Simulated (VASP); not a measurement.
# CaO (P6_3/mmc) in VASP: a series of runs

Runs on CaO. Level: PBE+D3(BJ). Tasks: single point, relaxation of cell and atoms.

Everything below comes from runs of VASP 6.6.1. Logs are shortened: lines on timing, memory, paths and dates and some standing lists are left out, and cuts for length are marked.

**1. The structure**

Symmetry: P6_3/mmc, No. 194, hexagonal system. Conventional cell: a = 3.967 Å, b = 3.967 Å, c = 4.773 Å, α = 90.00°, β = 90.00°, γ = 120.00°. Ca (site symmetry -6m2) is surrounded by 5 O at 2.29 to 2.39 Å. O (site symmetry -6m2) has 5 Ca at 2.29 to 2.39 Å as nearest neighbours.

The cell comes from a database or a generator and needn't be the stable form of this composition.

**2. Single point, PBE+D3(BJ)**

Contents of INCAR:

```
PREC = Accurate
ENCUT = 520
EDIFF = 1E-6
ISMEAR = 0
SIGMA = 0.02
LREAL = False
LASPH = True
NELM = 100
ALGO = Normal
ISIF = 2
LWAVE = False
LCHARG = True
GGA = PE
IVDW = 12
LELF = True
LVHAR = True
NBANDS = 24
```

Contents of KPOINTS:

```
Automatic mesh
0
Gamma
  9 9 6
```

Contents of POSCAR:

```
CaO
1.0
    3.9668937570      0.0000000000      0.0000000000
   -1.9834468785      3.4354307677      0.0000000000
    0.0000000000      0.0000000000      4.7731918247
Ca O
2 2
Direct
    0.3333333333      0.6666666667      0.7500000000
    0.6666666667      0.3333333333      0.2500000000
    0.3333333333      0.6666666667      0.2500000000
    0.6666666667      0.3333333333      0.7500000000
```

Potentials or basis: VASP PAW PBE potentials, release 64 (Ca_sv, O).

Started as:

```bash
cat potpaw_PBE.64/Ca_sv/POTCAR potpaw_PBE.64/O/POTCAR > POTCAR
mpirun -np 1 vasp_std > vasp.out
```

OUTCAR:

```text
PREC = Accurate
   ENCUT = 520
   EDIFF = 1E-6
   ISMEAR = 0
   LREAL = False
   LASPH = True
   NELM = 100
   ISIF = 2
   GGA = PE
   IVDW = 12
 IVDW          = 12

 ion  position               nearest neighbor table
   1  0.333  0.667  0.750-   4 2.29   4 2.29   4 2.29   3 2.39   3 2.39
   2  0.667  0.333  0.250-   3 2.29   3 2.29   3 2.29   4 2.39   4 2.39
   3  0.333  0.667  0.250-   2 2.29   2 2.29   2 2.29   1 2.39   1 2.39
   4  0.667  0.333  0.750-   1 2.29   1 2.29   1 2.29   2 2.39   2 2.39

  LATTYP: Found a hexagonal cell.
 ALAT       =     3.9668937570
 C/A-ratio  =     1.2032567840

  Lattice vectors:

 A1 = (   3.9668937570,   0.0000000000,   0.0000000000)
 A2 = (  -1.9834468785,   3.4354307677,   0.0000000000)
 A3 = (   0.0000000000,   0.0000000000,   4.7731918247)

Analysis of symmetry for initial positions (statically):
=====================================================================
 Subroutine PRICEL returns:
 Original cell was already a primitive cell.

 Routine SETGRP: Setting up the symmetry group for a
 hexagonal supercell.

 Subroutine GETGRP returns: Found 24 space group operations
 (whereof 12 operations were pure point group operations)
 out of a pool of 24 trial point group operations.

The static configuration has the point symmetry D_3d.
 The point group associated with its full space group is D_6h.

Analysis of symmetry for dynamics (positions and initial velocities):
=====================================================================
 Subroutine PRICEL returns:
 Original cell was already a primitive cell.

 Routine SETGRP: Setting up the symmetry group for a
 hexagonal supercell.

 Subroutine GETGRP returns: Found 24 space group operations
 (whereof 12 operations were pure point group operations)
 out of a pool of 24 trial point group operations.

The dynamic configuration has the point symmetry D_3d.
 The point group associated with its full space group is D_6h.

 Subroutine INISYM returns: Found 24 space group operations
 (whereof 12 operations are pure point group operations),
 and found     1 'primitive' translations

----------------------------------------------------------------------------------------

                                     Primitive cell

  volume of cell :      65.0490

  direct lattice vectors                    reciprocal lattice vectors
     3.966893757  0.000000000  0.000000000     0.252086408  0.145542156  0.000000000
    -1.983446878  3.435430768  0.000000000     0.000000000  0.291084312  0.000000000
     0.000000000  0.000000000  4.773191825     0.000000000  0.000000000  0.209503418

  length of vectors
     3.966893757  3.966893757  4.773191825     0.291084312  0.291084312  0.209503418

  position of ions in fractional coordinates (direct lattice)
     0.333333333  0.666666667  0.750000000
     0.666666667  0.333333333  0.250000000
     0.333333333  0.666666667  0.250000000
     0.666666667  0.333333333  0.750000000

  ion indices of the primitive-cell ions
   primitive index   ion index
                 1           1
                 2           2
                 3           3
                 4           4

----------------------------------------------------------------------------------------

 KPOINTS: Automatic mesh

Automatic generation of k-mesh.
 Grid dimensions read from file:
 generate k-points for:    9    9    6

 Generating k-lattice:

  Cartesian coordinates                     Fractional coordinates (reciprocal lattice)
     0.028009601  0.016171351  0.000000000     0.111111111  0.000000000  0.000000000
     0.000000000  0.032342701  0.000000000     0.000000000  0.111111111  0.000000000
     0.000000000  0.000000000  0.034917236     0.000000000  0.000000000  0.166666667

  Length of vectors
     0.032342701  0.032342701  0.034917236

  Shift w.r.t. Gamma in fractional coordinates (k-lattice)
     0.000000000  0.000000000  0.000000000

 Subroutine IBZKPT returns following result:
 ===========================================

 Found     48 irreducible k-points:

 Following reciprocal coordinates:
            Coordinates               Weight
  0.000000  0.000000  0.000000      1.000000
  0.111111  0.000000  0.000000      6.000000
  0.222222 -0.000000  0.000000      6.000000
  0.333333  0.000000  0.000000      6.000000
  0.444444 -0.000000  0.000000      6.000000
  0.111111  0.111111  0.000000      6.000000
[... 16 lines left out ...]
  0.333333  0.222222  0.166667     24.000000
  0.333333  0.333333  0.166667      4.000000
 [... further k-points ...]
   k-points           NKPTS =     48   k-points in BZ     NKDIM =     48   number of bands    NBANDS=     24
   number of dos      NEDOS =    301   number of ions     NIONS =      4
   total plane-waves  NPLWV =  32400
   dimension x,y,z NGX =    30 NGY =   30 NGZ =   36
   dimension x,y,z NGXF=    60 NGYF=   60 NGZF=   72
   ions per type =               2   2
   NGX,Y,Z   is equivalent  to a cutoff of  12.57, 12.57, 12.54 a.u.
   NGXF,Y,Z  is equivalent  to a cutoff of  25.15, 25.15, 25.08 a.u.
 SYSTEM =  unknown system
   PREC   = accura    normal or accurate (medium, high low for compatibility)
   ISTART =      0    job   : 0-new  1-cont  2-samecut
   ICHARG =      2    charge: 1-file 2-atom 10-const
   ISPIN  =      1    spin polarized calculation?
   LNONCOLLINEAR =      F non collinear calculations
   LSORBIT =      F    spin-orbit coupling
   LASPH  =      T    aspherical Exc in radial PAW
   ENCUT  =  520.0 eV  38.22 Ry    6.18 a.u.   7.38  7.38  8.87*2*pi/ulx,y,z
   NELM   =    100;   NELMIN=  2; NELMDL= -5     # of ELM steps
   EDIFF  = 0.1E-05   stopping-criterion for ELM
   LREAL  =      F    real-space projection
   EDIFFG = 0.1E-04   stopping-criterion for IOM
   NSW    =      0    number of steps for IOM
   IBRION =     -1    ionic relax: 0-MD 1-quasi-New 2-CG
   NFREE  =      0    steps in history (QN), initial steepest desc. (CG)
   ISIF   =      2    stress and relaxation
   ISYM   =      2    0-nonsym 1-usesym 2-fastsym
   POTIM  = 0.5000    time-step for ionic-motion
   TEBEG  =    0.0;   TEEND  =   0.0 temperature during run
   PSTRESS=    0.0 pullay stress
   NELECT =      32.0000    total number of electrons
   NUPDOWN=      -1.0000    fix difference up-down
   EMIN   =  10.00;   EMAX   =-10.00  energy-range for DOS
   EFERMI =   0.00;   METHOD = LEGACY
   ISMEAR =     0;   SIGMA  =   0.02  broadening in eV -4-tet -1-fermi 0-gaus
   EFERMI_NEDOS =   21; number of points for ismear=-14 and -15
   IALGO  =     38    algorithm
   IMIX   =      4    mixing-type and parameters
     AMIX     =   0.40;   BMIX     =  1.00
     AMIX_MAG =   1.60;   BMIX_MAG =  1.00
  volume/ion in A,a.u.               =      16.26       109.74
  Fermi-wavevector in a.u.,A,eV,Ry     =   1.292343  2.442175 22.723791  1.670152
  Thomas-Fermi vector in A             =   2.424057
   LORBIT       =      0    0 simple, 1 ext, 2 COOP (PROOUT), +10 PAW based schemes
   GGA     = PE    functional components
   LHFCALC =     F    Hartree Fock is set to
   AEXX    =    0.0000 exact exchange contribution
   IVDW    =    12    specifies the selected vdW correction
   LEPSILON=     F    determine dielectric tensor
   LRPA    =     F    only Hartree local field effects (RPA)
 non-spin polarized calculation
 Gauss-broadening in eV      SIGMA  =   0.02
  energy-cutoff  :      520.00
  volume of cell :       65.05
 maximum number of plane-waves:      1783
 NGX is ok and might be reduce to    30
   NGX = 15   NGY = 15   NGZ = 17

 number of electron      31.9999983 magnetization

 Free energy of the ion-electron system (eV)
  ---------------------------------------------------
  ext. energy  EPLUGINS =         0.00000000
  ---------------------------------------------------
  free energy    TOTEN  =       -25.33119452 eV

  energy without entropy =      -25.33119452  energy(sigma->0) =      -25.33119452

 E-fermi :   1.5193     XC(G=0):  -9.4633

 val. band max:        1.4130356745   @ k =   0.0000   0.0000   0.0000
 cond. band min:       4.6386830516   @ k =   0.0000   0.0000   0.0000
 fundamental gap:      3.2256473771
 Fermi energy:         1.5193272170

 k-point     1 :       0.0000    0.0000    0.0000
  band No.  band energies     occupation
      1     -36.1732      2.00000
      2     -36.0349      2.00000
      3     -17.5310      2.00000
      4     -17.2729      2.00000
      5     -17.2729      2.00000
      6     -17.0696      2.00000
[... 16 lines left out ...]
     23       9.9888      0.00000
     24      10.0881      0.00000

 k-point     2 :       0.1111    0.0000    0.0000
  band No.  band energies     occupation
      1     -36.1678      2.00000
      2     -36.0369      2.00000
      3     -17.5135      2.00000
      4     -17.3310      2.00000
      5     -17.2842      2.00000
      6     -17.1410      2.00000
[... 16 lines left out ...]
     23       9.7246      0.00000
     24       9.9972      0.00000

 k-point     3 :       0.2222   -0.0000    0.0000
  band No.  band energies     occupation
      1     -36.1532      2.00000
      2     -36.0432      2.00000
      3     -17.4701      2.00000
      4     -17.4645      2.00000
      5     -17.3114      2.00000
      6     -17.3047      2.00000
[... 16 lines left out ...]
     23       9.7527      0.00000
     24       9.8049      0.00000
[... 514 lines left out ...]
 k-point    23 :       0.3333    0.2222    0.1667
  band No.  band energies     occupation
      1     -36.1023      2.00000
      2     -36.0750      2.00000
      3     -17.7907      2.00000
      4     -17.7281      2.00000
      5     -17.4008      2.00000
      6     -17.1813      2.00000
[... 16 lines left out ...]
     23       9.8797      0.00000
     24      10.3239      0.00000

 k-point    24 :       0.3333    0.3333    0.1667
  band No.  band energies     occupation
      1     -36.0878      2.00000
      2     -36.0878      2.00000
      3     -17.7717      2.00000
      4     -17.7717      2.00000
      5     -17.4251      2.00000
      6     -17.1245      2.00000
[... 16 lines left out ...]
     23       9.9739      0.00000
     24      10.3314      0.00000

 [... further k-points ...]

------------------------ aborting loop because EDIFF is reached ----------------------------------------

 Edisp (eV)   -0.92291

 E8    (eV) :    -0.4146

  FORCE on cell =-STRESS in cart. coord.  units (eV):
  Direction    XX          YY          ZZ          XY          YZ          ZX
  --------------------------------------------------------------------------------------
  -------------------------------------------------------------------------------------
  Total       0.20873     0.20873     0.21311     0.00000    -0.00000     0.00000
  in kB       5.14111     5.14111     5.24889     0.00000    -0.00000     0.00000
  external pressure =        5.18 kB  Pullay stress =        0.00 kB

 VOLUME and BASIS-vectors are now :
 -----------------------------------------------------------------------------
  energy-cutoff  :      520.00
  volume of cell :       65.05
      direct lattice vectors                 reciprocal lattice vectors
     3.966893757  0.000000000  0.000000000     0.252086408  0.145542156  0.000000000
    -1.983446878  3.435430768  0.000000000     0.000000000  0.291084312  0.000000000
     0.000000000  0.000000000  4.773191825     0.000000000  0.000000000  0.209503418

 POSITION                                       TOTAL-FORCE (eV/Angst)
 -----------------------------------------------------------------------------------
     -0.00000      2.29029      3.57989         0.000000     -0.000000      0.000000
      1.98345      1.14514      1.19330        -0.000000      0.000000     -0.000000
     -0.00000      2.29029      1.19330        -0.000000      0.000000      0.000000
      1.98345      1.14514      3.57989         0.000000     -0.000000      0.000000
 -----------------------------------------------------------------------------------
    total drift:                               -0.000000     -0.000000     -0.000000

  FREE ENERGIE OF THE ION-ELECTRON SYSTEM (eV)
  ---------------------------------------------------
  free  energy   TOTEN  =       -26.2541043190 eV

  energy  without entropy=      -26.2541043190  energy(sigma->0) =      -26.25410432
```

It took 51 s on 1 thread of Intel Xeon 6975P-C (Granite Rapids), shared host; peak memory 0.22 GiB.

Results:

```
Free energy                : -26.2541 eV
Pressure                   : 0.5 GPa
Band gap on the k mesh     : 3.23 eV, direct
Dispersion energy per atom : -0.231 eV
```

Caveat: an odd mesh through Γ misses points on the zone boundary, where band edges often lie.

**3. Relaxation of cell and atoms, PBE+D3(BJ)**

This run uses another cell than the first one, of 16.51 Å³/atom, 1.015 times its volume.

Contents of INCAR:

```
SYSTEM = CaO
PREC = Accurate
ENCUT = 600
EDIFF = 1E-6
ISMEAR = 0
SIGMA = 0.02
LREAL = .FALSE.
LASPH = .TRUE.
NELM = 100
ALGO = Fast
ISIF = 3
LWAVE = .FALSE.
LCHARG = .FALSE.
GGA = PE
IVDW = 12
IBRION = 2
NSW = 100
EDIFFG = -0.002
```

Contents of KPOINTS:

```
Automatic mesh
0
G
  9 9 6
  0 0 0
```

Contents of POSCAR:

```
CaO
1.0
    3.9919758200      0.0000000000      0.0000000000
   -1.9959879100      3.4571524800      0.0000000000
    0.0000000000      0.0000000000      4.7848400100
Ca O
2 2
Direct
    0.3333333300      0.6666666700      0.7500000000
    0.6666666700      0.3333333300      0.2500000000
    0.3333333300      0.6666666700      0.2500000000
    0.6666666700      0.3333333300      0.7500000000
```

Potentials or basis: VASP PAW PBE potentials, release 64 (Ca_sv, O).

Started as:

```bash
cat potpaw_PBE.64/Ca_sv/POTCAR potpaw_PBE.64/O/POTCAR > POTCAR
mpirun -np 1 vasp_std > vasp.out
```

It took 3 min on 1 thread of Intel Xeon 6975P-C (Granite Rapids), shared host; peak memory 0.26 GiB.

Results (log left out):

| Property | Result |
| --- | --- |
| Free energy | -26.2612 eV |
| Relaxed volume | 16.34 Å³/atom |
| Relaxed cell | a = 3.973 Å, b = 3.973 Å, c = 4.780 Å, α = 90.00°, β = 90.00°, γ = 120.00° |
| Space group after relaxing (to 0.05 Å) | P6_3/mmc (No. 194) |
| Energy gained by relaxing | 0.5 meV/atom |
| Ionic steps | 13 |
| Pressure after relaxing | 0.0 GPa |
| Band gap on the k mesh | 3.21 eV, direct |
| Dispersion energy per atom | -0.230 eV |

The path:
```csv
step,energy change (eV),largest force (eV/Å),pressure (GPa),volume (Å³)
1,0.0000,0.0000,-0.91,66.03
2,-0.0019,0.0000,0.29,65.15
3,-0.0020,0.0000,0.06,65.34
4,-0.0020,0.0000,0.01,65.37
5,-0.0021,0.0000,-0.02,65.37
6,-0.0021,0.0000,-0.03,65.38
7,-0.0021,0.0000,-0.03,65.38
8,-0.0021,0.0000,-0.04,65.38
9,-0.0021,0.0000,-0.03,65.38
10,-0.0021,0.0000,-0.03,65.38
11,-0.0021,0.0000,0.02,65.34
12,-0.0021,0.0000,0.01,65.35
13,-0.0021,0.0000,0.00,65.36
```

Final structure:
```
Ca O
1.0
     3.97344    0.00000    0.00000
    -1.98672    3.44110    0.00000
     0.00000    0.00000    4.78021
Ca O
2 2
Direct
  0.33333 0.66667 0.75000
  0.66667 0.33333 0.25000
  0.33333 0.66667 0.25000
  0.66667 0.33333 0.75000
```

Levels at points of the mesh, in eV from the valence-band top:
```tsv
k point	band 14	band 15	band 16	band 17	band 18	band 19
(0.00, 0.00, 0.00)	-1.17	-1.09	0.00	3.21	6.17	6.17
(0.00, 0.00, 0.50)	-1.30	-1.30	-1.30	5.02	5.02	7.81
```

Caveat: an odd mesh through Γ misses points on the zone boundary, where band edges often lie.

[end of part 1 of 2]
